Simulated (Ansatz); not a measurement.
SiC (F-43m), phonons: input and output

Level of theory: PBEsol, PAW on Ansatz 0.2.0's default frozen-core files (fitted under PBE), scalar-relativistic.

The cell is the relaxed one with its volume scaled by 1.015.

Launched as:

```sh
ansatz run input.yaml --threads 2 --pin off --max-ram 5120MiB --backend cpu --events-out ev --progress --plain --runs-dir out
```

Input file:

```yaml
crystal:
  lattice:
    - [0.0, 2.18925312739, 2.18925312739]
    - [2.18925312739, 0.0, 2.18925312739]
    - [2.18925312739, 2.18925312739, 0.0]
  atoms:
    - { symbol: Si, position: [0.0, 0.0, 0.0] }
    - { symbol: C, position: [0.75, 0.75, 0.75] }
kpoints:
  mp_grid: { grid: [10, 10, 10] }
scf:
  occupations: { method: fixed }
hamiltonian:
  xc: pbesol
  pseudopotentials: { kind: paw }
phonons:
  qmesh: [2, 2, 2]
  qpath:
    path:
      - [0.0, 0.0, 0.0]
      - [-0.5, -0.5, 0.0]
      - [-0.375, -0.375, 0.25]
      - [-0.375, 0.0, 0.375]
      - [0.0, 0.0, 0.0]
      - [0.0, 0.0, 0.5]
      - [-0.5, -0.25, 0.25]
      - [-0.5, -0.5, 0.0]
    npoints: 6
  temperatures: { t_min: 0, t_max: 1000, t_step: 100 }
```

Output (shortened where marked):

```
Warning: phonons: the dynamical matrix that this run interpolates holds no multipole term above the dipole-dipole one, and a site of this crystal is no centre of inversion, so its interpolated transverse optical and acoustic branches and sound speeds can stay off near Gamma, and the density of states and the thermodynamics with them. What a run solves at a wave vector of phonons.qpoints, Gamma apart, where the deck ...
Warning: RAYON_NUM_THREADS=2 ignored (pool sized by the plan → 2); use --threads N
Engine: ansatz 0.2.0, x86_64-unknown-linux-gnu
Pseudopotentials: kind: paw
Pseudopotential: Si, paw, valence charge 4, recommended cutoff 420 eV (normal), Si.paw.azcp
Pseudopotential: C, paw, valence charge 4, recommended cutoff 420 eV (normal), C.paw.azcp
Functional definition: PBEsol
  exchange = pbesol_x
  correlation = pbesol_c
Crystal: 4 atoms, lattice volume = 41.971 Å³
Basis set: ecut = 420 eV, 823 PW (Γ), FFT grids on a1, a2, −a1+a2+a3, exchange–correlation on 48×48×60 points (8 copies of the dense FFT grid, shifted against one another)
Bands: 12, of which v1, the nominal top of the filled ones, is band 8 counted from 1 (7 counted from 0)
Symmetry: 16 space group operations
k-points: 63 of 500 (time reversal used)
Non-local potential: Si, projectors of the file, l = 0: 2, l = 1: 2, l = 2: 2
Non-local potential: C, projectors of the file, l = 0: 2, l = 1: 2, l = 2: 1
PAW form: soft (Blöchl's): semilocal exchange-correlation on the pseudo side does not see the compensation charge
PAW frozen core: Si, regenerated for the run's functional, and the local potential with it (the file was generated under x = pbe(κ = 0.804, μ = 0.2195149727645171), c = pbe(β = 0.06672455060314922))
PAW frozen core: C, regenerated for the run's functional, and the local potential with it (the file was generated under x = pbe(κ = 0.804, μ = 0.2195149727645171), c = pbe(β = 0.06672455060314922))
PAW one-centre angular grid: Si, 110 points (default); XC on 64 Gauss nodes
[... 148 lines left out ...]
  ε⁰ (static dielectric tensor): not given — the deck does not say what the cell's rigid motions are, and on a molecule in a box or a wire the rigid rotations would enter the sum over the modes at Γ. For a crystal or a slab, ...
  Born effective charges Z* (e; rows j = field, columns β = displacement):
    site 0:
         2.70836   -0.00000    0.00000
         0.00000    2.70836    0.00000
         0.00000    0.00000    2.70836
    site 1:
        -2.70836    0.00000   -0.00000
        -0.00000   -2.70836   -0.00000
        -0.00000    0.00000   -2.70836
  Z* charge neutrality: 6.623e-8 e pre-enforcement
  k-mesh period / interband length: 31.0 Å / 2.07 Å = 14.92 at k = (0.0000, -0.5000, -0.5000), direct gap 4.438 eV — 14 or more, which is no proof of convergence
  optical modes at Γ without the LO–TO term, one row a degenerate level:
      ω (cm⁻¹)  modes    IR ((D/Å)²/amu)
        773.35      3            60.3451
  optical modes at Γ + LO–TO along q̂ = [1.0000, 0.0000, 0.0000]:
      ω (cm⁻¹)  modes    IR ((D/Å)²/amu)
        773.35      2            40.2301
        941.78      1            20.1150
  optical modes at Γ + LO–TO along q̂ = [0.0000, 1.0000, 0.0000]:
      ω (cm⁻¹)  modes    IR ((D/Å)²/amu)
        773.35      2            40.2301
        941.78      1            20.1150
  optical modes at Γ + LO–TO along q̂ = [0.0000, 0.0000, 1.0000]:
      ω (cm⁻¹)  modes    IR ((D/Å)²/amu)
        773.35      2            40.2301
        941.78      1            20.1150
--- Phonons (by wavevector): 3 wavevectors in 2 supercells ---
  supercell 1 (2 cells, vectors [1, 0, 0], [0, 1, -1], [0, 0, 2] in multiples of the cell's): 4 displaced members by 0.0025 Å; free energy -1737.405773 eV; taken off its force constants: by the sum rule 4.3e-4, by the ...
  symmetry images taken by strict's conditions (phonons.symmetry_images: auto; settled by no image being taken that strict refuses)
  supercell 2 (2 cells, vectors [1, 0, 0], [0, 1, 0], [0, 0, 2] in multiples of the cell's): 4 displaced members by 0.0025 Å; free energy -1737.405773 eV; taken off its force constants: by the sum rule 3.2e-4, by the ...
  symmetry images taken by strict's conditions (phonons.symmetry_images: auto; settled by no image being taken that strict refuses)
  q = [0.0000, 0.0000, 0.0000] (star 1, supercell 1; hermiticity 0.00e0, symmetrization 3.83e-7): -0.00 -0.00 -0.00 773.35 773.35 773.35
  q = [0.0000, 0.0000, -0.5000] (star 4, supercell 2; hermiticity 1.58e-16, symmetrization 6.46e-16): 255.47 255.47 598.52 746.19 746.19 809.77
  q = [0.0000, -0.5000, -0.5000] (star 3, supercell 1; hermiticity 8.90e-17, symmetrization 2.44e-16): 357.07 357.07 619.54 739.19 739.19 800.11
  joined force constants: q→R imaginary residual 2.76e-17
  density of states and harmonic sums: on the 24×24×24 q-mesh, interpolated from the force constants of a 2×2×2 supercell (with the dipole–dipole term)
  largest difference from the sums on the solved wave vectors: F 3.23e-2 eV, S 6.51e-5 and C_V 3.18e-5 eV/K
```

Self-consistency was reached.

Harmonic thermodynamics:

Harmonic phonons of a crystal by Kohn-Sham DFT at the given cell, standard atomic masses, acoustic sum rule imposed; negative wavenumbers are unstable modes; sums over wave vectors interpolated from the q mesh.

```
Zero point energy : 107 meV/atom
```

```tsv
temperature (K)	phonon heat capacity (k_B/atom)	phonon entropy (k_B/atom)	phonon free energy (meV/atom)
100	0.3019	0.1101	106.8
200	1.037	0.5419	104.1
300	1.671	1.089	97.12
400	2.093	1.633	85.37
500	2.358	2.13	69.12
600	2.527	2.576	48.8
700	2.64	2.975	24.85
800	2.717	3.333	-2.36
900	2.773	3.656	-32.49
1000	2.814	3.951	-65.29
```

### Zone-centre phonons

Optical zone-centre levels upwards with Mulliken labels, activity, and the element with most of the kinetic energy.

```
Point group : -43m
```

```tsv
number	phonon wavenumber (cm⁻¹)	label	infrared	raman	lead element
1	773.4	T2	yes	yes	C
```

**Phonons on the q mesh**

One row a degenerate set, branches counted upwards.

```json
{"Unstable phonons": "no"}
```

```
point  q a (r.l.u.)  q b (r.l.u.)  q c (r.l.u.)  branch  phonon wavenumber (cm⁻¹)  degeneracy
Gamma             0             0             0       4                     773.4           3
    L           0.5             0             0       1                     255.5           2
    L           0.5             0             0       3                     598.5           1
    L           0.5             0             0       4                     746.2           2
    L           0.5             0             0       6                     809.8           1
    X           0.5           0.5             0       1                     357.1           2
    X           0.5           0.5             0       3                     619.5           1
    X           0.5           0.5             0       4                     739.2           2
    X           0.5           0.5             0       6                     800.1           1
```

Keep in mind: frozen-core PAW files fitted under PBE, their cores solved anew for the functional of the run; cell scaled away from its relaxed volume; coarse q mesh; no LO-TO term at the zone centre.

It took 9.8 s on 2 threads of AMD EPYC 9R45 96-Core Processor (Zen 5), with other jobs on the host, peak memory 0.49 GiB.
